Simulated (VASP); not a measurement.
# SiC (F-43m) in VASP: notebook

Runs on SiC. Level: PBE. Tasks: relaxation of cell and atoms.

Everything below comes from runs of VASP 6.6.1. Logs are shortened: lines on timing, memory, paths and dates and some standing lists are left out, and cuts for length are marked.

**1. The crystal as given**

Symmetry: F-43m, No. 216, cubic system. The conventional cell has a = 4.358 Å, b = 4.358 Å, c = 4.358 Å, α = 90.00°, β = 90.00°, γ = 90.00°. Si (site symmetry -43m) has 4 C at 1.89 Å as nearest neighbours. C (site symmetry -43m) is surrounded by 4 Si at 1.89 Å.

**2. Relaxation of cell and atoms, PBE**

INCAR reads:

```
SYSTEM = SiC
PREC = Accurate
ENCUT = 520
EDIFF = 1E-7
ISMEAR = 0
SIGMA = 0.02
LREAL = .False.
LASPH = .True.
NELM = 100
ALGO = Normal
ISIF = 3
LWAVE = .False.
LCHARG = .False.
GGA = PE
IBRION = 2
NSW = 80
EDIFFG = -0.002
KPAR = 4
```

KPOINTS reads:

```
regular mesh
0
Gamma
  12 12 12
  0 0 0
```

POSCAR reads:

```
SiC
1.0
    0.0000000000      2.1790000000      2.1790000000
    2.1790000000      0.0000000000      2.1790000000
    2.1790000000      2.1790000000      0.0000000000
Si C
1 1
Direct
    0.0000000000      0.0000000000      0.0000000000
    0.2500000000      0.2500000000      0.2500000000
```

Potentials or basis: VASP PAW PBE potentials, release 64 (Si, C).

Command:

```console
cat potpaw_PBE.64/Si/POTCAR potpaw_PBE.64/C/POTCAR > POTCAR
mpirun -np 4 vasp_std > vasp.out
```

OUTCAR:

```text
SYSTEM = SiC
   PREC = Accurate
   ENCUT = 520
   EDIFF = 1E-7
   ISMEAR = 0
   LREAL = .False.
   LASPH = .True.
   NELM = 100
   ISIF = 3
   GGA = PE
   IBRION = 2
   NSW = 80
   EDIFFG = -0.002

 ion  position               nearest neighbor table
   1  0.000  0.000  0.000-   2 1.89   2 1.89   2 1.89   2 1.89
   2  0.250  0.250  0.250-   1 1.89   1 1.89   1 1.89   1 1.89

  LATTYP: Found a face centered cubic cell.
 ALAT       =     4.3580000000

  Lattice vectors:

 A1 = (   0.0000000000,   2.1790000000,   2.1790000000)
 A2 = (   2.1790000000,   0.0000000000,   2.1790000000)
 A3 = (   2.1790000000,   2.1790000000,   0.0000000000)

Analysis of symmetry for initial positions (statically):
=====================================================================
 Subroutine PRICEL returns:
 Original cell was already a primitive cell.

 Routine SETGRP: Setting up the symmetry group for a
 face centered cubic supercell.

 Subroutine GETGRP returns: Found 24 space group operations
 (whereof 24 operations were pure point group operations)
 out of a pool of 48 trial point group operations.

The static configuration has the point symmetry T_d .

Analysis of symmetry for dynamics (positions and initial velocities):
=====================================================================
 Subroutine PRICEL returns:
 Original cell was already a primitive cell.

 Routine SETGRP: Setting up the symmetry group for a
 face centered cubic supercell.

 Subroutine GETGRP returns: Found 24 space group operations
 (whereof 24 operations were pure point group operations)
 out of a pool of 48 trial point group operations.

The dynamic configuration has the point symmetry T_d .

 Subroutine INISYM returns: Found 24 space group operations
 (whereof 24 operations are pure point group operations),
 and found     1 'primitive' translations

----------------------------------------------------------------------------------------

                                     Primitive cell

  volume of cell :      20.6920

  direct lattice vectors                    reciprocal lattice vectors
     0.000000000  2.179000000  2.179000000    -0.229463056  0.229463056  0.229463056
     2.179000000  0.000000000  2.179000000     0.229463056 -0.229463056  0.229463056
     2.179000000  2.179000000  0.000000000     0.229463056  0.229463056 -0.229463056

  length of vectors
     3.081571352  3.081571352  3.081571352     0.397441672  0.397441672  0.397441672

  position of ions in fractional coordinates (direct lattice)
     0.000000000  0.000000000  0.000000000
     0.250000000  0.250000000  0.250000000

  ion indices of the primitive-cell ions
   primitive index   ion index
                 1           1
                 2           2

----------------------------------------------------------------------------------------

 KPOINTS: regular mesh

Automatic generation of k-mesh.
 Grid dimensions read from file:
 generate k-points for:   12   12   12

 Generating k-lattice:

  Cartesian coordinates                     Fractional coordinates (reciprocal lattice)
    -0.019121921  0.019121921  0.019121921     0.083333333  0.000000000  0.000000000
     0.019121921 -0.019121921  0.019121921     0.000000000  0.083333333  0.000000000
     0.019121921  0.019121921 -0.019121921     0.000000000  0.000000000  0.083333333

  Length of vectors
     0.033120139  0.033120139  0.033120139

  Shift w.r.t. Gamma in fractional coordinates (k-lattice)
     0.000000000  0.000000000  0.000000000

 Subroutine IBZKPT returns following result:
 ===========================================

 Found     72 irreducible k-points:

 Following reciprocal coordinates:
            Coordinates               Weight
  0.000000  0.000000  0.000000      1.000000
  0.083333  0.000000  0.000000      8.000000
  0.166667  0.000000  0.000000      8.000000
  0.250000  0.000000  0.000000      8.000000
  0.333333  0.000000  0.000000      8.000000
  0.416667  0.000000  0.000000      8.000000
[... 16 lines left out ...]
  0.500000  0.166667  0.000000     24.000000
 -0.416667  0.166667  0.000000     24.000000
 [... further k-points ...]
   k-points           NKPTS =     72   k-points in BZ     NKDIM =     72   number of bands    NBANDS=      8
   number of dos      NEDOS =    301   number of ions     NIONS =      2
   total plane-waves  NPLWV =  13824
   dimension x,y,z NGX =    24 NGY =   24 NGZ =   24
   dimension x,y,z NGXF=    48 NGYF=   48 NGZF=   48
   ions per type =               1   1
   NGX,Y,Z   is equivalent  to a cutoff of  12.95, 12.95, 12.95 a.u.
   NGXF,Y,Z  is equivalent  to a cutoff of  25.90, 25.90, 25.90 a.u.
 SYSTEM =  SiC
   PREC   = accura    normal or accurate (medium, high low for compatibility)
   ISTART =      0    job   : 0-new  1-cont  2-samecut
   ICHARG =      2    charge: 1-file 2-atom 10-const
   ISPIN  =      1    spin polarized calculation?
   LNONCOLLINEAR =      F non collinear calculations
   LSORBIT =      F    spin-orbit coupling
   LASPH  =      T    aspherical Exc in radial PAW
   ENCUT  =  520.0 eV  38.22 Ry    6.18 a.u.   5.73  5.73  5.73*2*pi/ulx,y,z
   NELM   =    100;   NELMIN=  2; NELMDL= -5     # of ELM steps
   EDIFF  = 0.1E-06   stopping-criterion for ELM
   LREAL  =      F    real-space projection
   EDIFFG = -.2E-02   stopping-criterion for IOM
   NSW    =     80    number of steps for IOM
   IBRION =      2    ionic relax: 0-MD 1-quasi-New 2-CG
   NFREE  =      1    steps in history (QN), initial steepest desc. (CG)
   ISIF   =      3    stress and relaxation
   ISYM   =      2    0-nonsym 1-usesym 2-fastsym
   POTIM  = 0.5000    time-step for ionic-motion
   TEBEG  =    0.0;   TEEND  =   0.0 temperature during run
   PSTRESS=    0.0 pullay stress
   NELECT =       8.0000    total number of electrons
   NUPDOWN=      -1.0000    fix difference up-down
   EMIN   =  10.00;   EMAX   =-10.00  energy-range for DOS
   EFERMI =   0.00;   METHOD = LEGACY
   ISMEAR =     0;   SIGMA  =   0.02  broadening in eV -4-tet -1-fermi 0-gaus
   EFERMI_NEDOS =   21; number of points for ismear=-14 and -15
   IALGO  =     38    algorithm
   IMIX   =      4    mixing-type and parameters
     AMIX     =   0.40;   BMIX     =  1.00
     AMIX_MAG =   1.60;   BMIX_MAG =  1.00
  volume/ion in A,a.u.               =      10.35        69.82
  Fermi-wavevector in a.u.,A,eV,Ry     =   1.192626  2.253736 19.352338  1.422357
  Thomas-Fermi vector in A             =   2.328660
   LORBIT       =      0    0 simple, 1 ext, 2 COOP (PROOUT), +10 PAW based schemes
   GGA     = PE    functional components
   LHFCALC =     F    Hartree Fock is set to
   AEXX    =    0.0000 exact exchange contribution
   IVDW    =     0    specifies the selected vdW correction
   LEPSILON=     F    determine dielectric tensor
   LRPA    =     F    only Hartree local field effects (RPA)
 conjugate gradient relaxation of ions
 non-spin polarized calculation
 Gauss-broadening in eV      SIGMA  =   0.02
  energy-cutoff  :      520.00
  volume of cell :       20.69
 maximum number of plane-waves:       568
   NGX = 11   NGY = 11   NGZ = 11

--------------------------------------- Ionic step        1  -------------------------------------------

 number of electron       8.0000001 magnetization

 Free energy of the ion-electron system (eV)
  ---------------------------------------------------
  ext. energy  EPLUGINS =         0.00000000
  ---------------------------------------------------
  free energy    TOTEN  =       -15.05784200 eV

  energy without entropy =      -15.05784200  energy(sigma->0) =      -15.05784200

------------------------ aborting loop because EDIFF is reached ----------------------------------------

  FORCE on cell =-STRESS in cart. coord.  units (eV):
  Direction    XX          YY          ZZ          XY          YZ          ZX
  --------------------------------------------------------------------------------------
  -------------------------------------------------------------------------------------
  Total        0.4145400      0.4145400      0.4145400     -0.0000000     -0.0000000      0.0000000
  in kB       32.0978033     32.0978033     32.0978033     -0.0000000     -0.0000000      0.0000000
  external PRESSURE =      32.0978033 kB  Pullay stress =       0.0000000 kB
[... 57 lines left out ...]
  energy  without entropy=      -15.0576939507  energy(sigma->0) =      -15.05769395

--------------------------------------- Ionic step        3  -------------------------------------------

 number of electron       8.0000001 magnetization

 Free energy of the ion-electron system (eV)
  ---------------------------------------------------
  ext. energy  EPLUGINS =         0.00000000
  ---------------------------------------------------
  free energy    TOTEN  =       -15.06086297 eV

  energy without entropy =      -15.06086297  energy(sigma->0) =      -15.06086297

 E-fermi :   8.1124     XC(G=0): -11.2921

 val. band max:        7.9427479010   @ k =   0.0000   0.0000   0.0000
 cond. band min:       9.3133019836   @ k =   0.5000   0.5000   0.0000
 fundamental gap:      1.3705540826
 Fermi energy:         8.1124229756

 k-point     1 :       0.0000    0.0000    0.0000
  band No.  band energies     occupation
      1      -7.3456      2.00000
      2       7.9427      2.00000
      3       7.9427      2.00000
      4       7.9427      2.00000
      5      14.0046      0.00000
      6      15.1488      0.00000
      7      15.1488      0.00000
      8      15.1488      0.00000
[... 243 lines left out ...]
 k-point    24 :      -0.4167    0.1667    0.0000
  band No.  band energies     occupation
      1      -3.5138      2.00000
      2       0.0051      2.00000
      3       4.8758      2.00000
      4       6.4408      2.00000
      5      13.0399      0.00000
      6      15.5608      0.00000
      7      16.4087      0.00000
      8      18.9827      0.00000

 [... further k-points ...]
[... 5 lines left out ...]
  --------------------------------------------------------------------------------------
  -------------------------------------------------------------------------------------
  Total        0.0002601      0.0002601      0.0002601      0.0000000     -0.0000000     -0.0000000
  in kB        0.0198447      0.0198447      0.0198447      0.0000000     -0.0000000     -0.0000000
  external PRESSURE =       0.0198447 kB  Pullay stress =       0.0000000 kB
[... 17 lines left out ...]
  FREE ENERGIE OF THE ION-ELECTRON SYSTEM (eV)
  ---------------------------------------------------
  free  energy   TOTEN  =       -15.0608629684 eV

  energy  without entropy=      -15.0608629684  energy(sigma->0) =      -15.06086297

 reached required accuracy - stopping structural energy minimisation
```

Run time: 6.4 s. Hardware: 4 MPI ranks of Intel Xeon Platinum 8488C (Sapphire Rapids), shared host; peak memory 0.12 GiB.

What came out:

| Quantity | Value |
| --- | --- |
| Free energy | -15.0609 eV |
| Relaxed volume | 10.50 Å³/atom |
| Relaxed cell | a = 3.097 Å, b = 3.097 Å, c = 3.097 Å, α = 60.00°, β = 60.00°, γ = 60.00° |
| Space group after relaxing (to 0.05 Å) | F-43m (No. 216) |
| Energy gained by relaxing | 1.5 meV/atom |
| Ionic steps | 3 |
| Pressure after relaxing | 0.0 GPa |
| Band gap on the k mesh | 1.37 eV, indirect (least direct gap 4.53 eV) |

The path:
| step | energy change (eV) | largest force (eV/Å) | pressure (GPa) | volume (Å³) |
| --- | --- | --- | --- | --- |
| 1 | 0.0000 | 0.0000 | 3.21 | 20.69 |
| 2 | 0.0001 | 0.0000 | -3.12 | 21.32 |
| 3 | -0.0030 | 0.0000 | 0.00 | 21.00 |

Final structure:
```xyz
2
Lattice="0.0000 2.1897 2.1897 2.1897 0.0000 2.1897 2.1897 2.1897 0.0000" Properties=species:S:1:pos:R:3 pbc="T T T"
Si    0.0000    0.0000    0.0000
C     1.0949    1.0949    1.0949
```

Levels at points of the mesh, in eV from the valence-band top:
| k point | band 2 | band 3 | band 4 | band 5 | band 6 | band 7 |
| --- | --- | --- | --- | --- | --- | --- |
| (0.00, 0.00, 0.00) | 0.00 | 0.00 | 0.00 | 6.06 | 7.21 | 7.21 |
| (0.50, 0.00, 0.00) | -8.45 | -1.05 | -1.05 | 5.30 | 7.17 | 7.17 |
| (0.50, 0.50, 0.00) | -7.75 | -3.16 | -3.16 | 1.37 | 4.27 | 13.86 |

**3. Relaxation of cell and atoms, PBE**

This run uses another cell than the first one, of 10.50 Å³/atom, 1.015 times its volume.

INCAR is that of step 2.

KPOINTS is that of step 2.

POSCAR reads:

```
SiC                                     
1.0
    0.0000000000      2.1897021501      2.1897021501
    2.1897021501     -0.0000000000      2.1897021501
    2.1897021501      2.1897021501      0.0000000000
  Si              C             
     1     1
Direct
     0.0000000000000000    0.0000000000000000    0.0000000000000000
     0.2500000000000000    0.2500000000000000    0.2500000000000000
```

Potentials or basis: VASP PAW PBE potentials, release 64 (Si, C).

Command:

```console
cat potpaw_PBE.64/Si/POTCAR potpaw_PBE.64/C/POTCAR > POTCAR
mpirun -np 4 vasp_std > vasp.out
```

It took 3.6 s on 4 MPI ranks of Intel Xeon Platinum 8488C (Sapphire Rapids), shared host; peak memory 0.13 GiB.

It converged, with:

```yaml
Free_energy: -15.0610 eV
Pressure_after_relaxing: 0.0 GPa
Band_gap_on_the_k_mesh: 1.37 eV, indirect (least direct gap 4.53 eV)
```

Final structure:
```cif
data_structure
_symmetry_space_group_name_H-M 'P 1'
_symmetry_Int_Tables_number 1
_cell_length_a 3.0967
_cell_length_b 3.0967
_cell_length_c 3.0967
_cell_angle_alpha 60.000
_cell_angle_beta 60.000
_cell_angle_gamma 60.000
_cell_volume 21.00
loop_
_atom_site_label
_atom_site_type_symbol
_atom_site_fract_x
_atom_site_fract_y
_atom_site_fract_z
_atom_site_occupancy
Si1 Si 0.00000 0.00000 0.00000 1
C1 C 0.25000 0.25000 0.25000 1
```

Levels at points of the mesh, in eV from the valence-band top:
```tsv
k point	band 1	band 2	band 3	band 4	band 5	band 6	band 7	band 8
(0.00, 0.00, 0.00)	-15.29	0.00	0.00	0.00	6.06	7.21	7.21	7.21
(0.50, 0.00, 0.00)	-11.78	-8.45	-1.05	-1.05	5.30	7.17	7.17	9.97
(0.50, 0.50, 0.00)	-10.34	-7.75	-3.16	-3.16	1.37	4.27	13.86	13.86
```

Caveat: the relaxation stopped at its first step, so nothing moved. PBE gaps usually lie below the measured ones, often by a third to a half.
